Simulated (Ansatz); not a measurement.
An Ansatz (a quantum-chemistry and plane-wave program) run: ZnTe with a change (tensor shear ε_yz = +2.68 %); Kohn–Sham DFT with the PBE functional, run in Ansatz with PAW and 420 eV plane waves, no spin-orbit coupling.

Input:

Ansatz 0.2 input:
```yaml
crystal:
  lattice:
    - [0, 3.1723477754, 3.1723477754]
    - [3.0895478919, 0.0827998835, 3.0895478919]
    - [3.0895478919, 3.0895478919, 0.0827998835]
  atoms:
    - { symbol: Te, position: [0.75, 0.75, 0.75] }
    - { symbol: Zn, position: [0, 0, 0] }
basis: { ecutwfc: 420, ecutrho_ratio: 4, xc_grid: 2, fft_grid_basis: typed }
kpoints: { mp_grid: { grid: [9, 9, 9] } }
hamiltonian:
  xc: pbe
  dispersion: none
  pseudopotentials: { kind: paw }
scf: { occupations: { method: fermi_dirac, width: 0.05 }, convergence: { dr2_threshold: 0.0000000002 } }
relax: { f_tol: 0.005, max_steps: 50 }
output: { forces: true, stress: true }
checkpoint: { write: state.ck, write_every: 1000 }
```

Output (explanatory and most iteration lines left out):

```
Relaxation: its limit of steps is 50 (relax.max_steps)
Pseudopotential: Te, paw, valence charge 16
Pseudopotential: Zn, paw, valence charge 12
Crystal: 2 atoms, lattice volume = 58.939 Å³
Basis set: ecut = 420 eV, 1179 PW (Γ), exchange–correlation on 60×60×60 points (8 copies of the dense FFT grid, shifted against one another)
Bands: 18, of which v1, the nominal top of the filled ones, is band 14 counted from 1 (13 counted from 0)
Symmetry: 4 space group operations
Space group: Imm2 (ITA 44), of the structure as read, at distance tolerance 3.9e-5 Å
k-points: 125 of 729 (time reversal used)
Functional: x = pbe(κ = 0.804, μ = 0.2195149727645171), c = pbe(β = 0.06672455060314922)
SCF iter   1: F=—  HF=-10299.904468 eV  |F-HF|=—  |Δ(HF+E_count)|=         —  Δρ=1.05e-3  dr2=1.16e-3  ethr=1.77e-3  ⟨swp⟩=5.9  Hψ=12480  notcnv=0
SCF iter   2: F=—  HF=-10299.903714 eV  |F-HF|=—  |Δ(HF+E_count)|=   7.53e-4  Δρ=5.48e-4  dr2=1.50e-4  ethr=4.13e-6  ⟨swp⟩=2.3  Hψ=4694  notcnv=0
SCF 1 converged in 8 iterations: F = -10299.903769 eV  dr2 = 1.08e-10
relax step   1: F+E_penalty+E_count = -10299.90376856 eV  Δ(F+E_penalty+E_count) = +0.000e0 eV  max|allowed force component| = 2.314e-1 eV/Å  Δτ_max = 0.0000 Å  (8 SCF iters, accepted)
Crystal: 2 atoms, lattice volume = 58.939 Å³
SCF iter   1: F=—  HF=-10299.909921 eV  |F-HF|=—  |Δ(HF+E_count)|=         —  Δρ=1.93e-3  dr2=1.20e-3  ethr=4.47e-6  ⟨swp⟩=2.0  Hψ=9852  notcnv=0
SCF iter   2: F=—  HF=-10299.909584 eV  |F-HF|=—  |Δ(HF+E_count)|=   3.37e-4  Δρ=7.59e-4  dr2=1.72e-4  ethr=4.27e-6  ⟨swp⟩=2.0  Hψ=2902  notcnv=0
SCF 2 converged in 8 iterations: F = -10299.909579 eV  dr2 = 4.70e-11
relax step   2: F+E_penalty+E_count = -10299.90957920 eV  Δ(F+E_penalty+E_count) = -5.811e-3 eV  max|allowed force component| = 2.219e-2 eV/Å  Δτ_max = 0.0279 Å  (8 SCF iters, accepted)
Crystal: 2 atoms, lattice volume = 58.939 Å³
SCF iter   1: F=—  HF=-10299.909633 eV  |F-HF|=—  |Δ(HF+E_count)|=         —  Δρ=1.72e-4  dr2=9.43e-6  ethr=3.37e-7  ⟨swp⟩=2.1  Hψ=5884  notcnv=0
SCF iter   2: F=—  HF=-10299.909634 eV  |F-HF|=—  |Δ(HF+E_count)|=   1.66e-6  Δρ=6.76e-5  dr2=1.35e-6  ethr=3.37e-8  ⟨swp⟩=2.1  Hψ=4089  notcnv=0
SCF 3 converged in 6 iterations: F = -10299.909634 eV  dr2 = 8.30e-11
relax step   3: F+E_penalty+E_count = -10299.90963371 eV  Δ(F+E_penalty+E_count) = -5.450e-5 eV  max|allowed force component| = 1.675e-4 eV/Å  Δτ_max = 0.0025 Å  (6 SCF iters, accepted)
SCF converged after 6 iterations
Free energy (F): -10299.909634 eV
Internal energy: -10299.909633 eV  (E = F + TS)
E sigma→0 (E₀):  -10299.909633 eV
Entropy (-TS):   -0.000000 eV (-0.000 meV/atom)
Fermi energy:    7.124911 eV
--- Forces (eV/Å), atoms counted from 1 ---
  atom   1  Te     0.00016569    -0.00000000     0.00000000
  atom   2  Zn    -0.00016926     0.00000000    -0.00000000
--- Stress (GPa, compression-positive) ---
       -0.005682       0.000000       0.000000
        0.000000       0.072962      -1.600278
       -0.000000      -1.600278       0.072962
  P = ⅓ Tr σ = 0.0467 GPa (0.467 kbar)
--- Relaxed structure (3 steps of the walk, 3 accepted, 0 SCFs on fresh bases) ---
  atoms:
    - { symbol: Te, position: [0.7458911794968913, 0.7541088205031089, 0.7541088205031087] }
    - { symbol: Zn, position: [0.004108820503108742, -0.004108820503108742, -0.004108820503108742] }
```

With Te present, leaving out spin-orbit coupling can change the band edges. The cells carry an imposed strain or load. No phonon test of stability was made. The cell was made from ZnTe in the zinc blende structure (space group F-43m, No. 216) by this change: tensor shear ε_yz = +2.68 %.
